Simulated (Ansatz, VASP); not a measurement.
## One calculation of Hg, two programs

```
Hg
1.0
     3.46181    0.00000    0.00000
    -1.73090    2.99802    0.00000
     0.00000    0.00000    5.48755
Hg
2
Direct
  0.66667 0.33333 0.75000
  0.33333 0.66667 0.25000
```

Alike in both runs: task single point; functional PBEsol; k mesh 6 × 6 × 4; no spin polarisation.

```csv
,VASP,Ansatz
version,VASP 6.6.1,Ansatz 0.2.0
potentials or method,"VASP PAW PBE potentials, release 64 (Hg)","plane waves, PAW"
plane-wave cutoff (eV),520,420
occupations,"methfessel-paxton of order 1, width 0.1 eV",cold
valence electrons in the cell,24,40
```

```csv
,VASP,Ansatz,Ansatz less VASP
pressure (GPa),-2.1,-2.3,-0.13
largest component of the traceless stress (GPa),0.06,0.32,+0.262
```

The two sets of potentials don't hold the same shells in valence.

Caveats: the PAW data sets were made with another functional, which shifts forces and pressure a little (VASP). Spin-orbit coupling is left out, which matters for the levels of Hg.
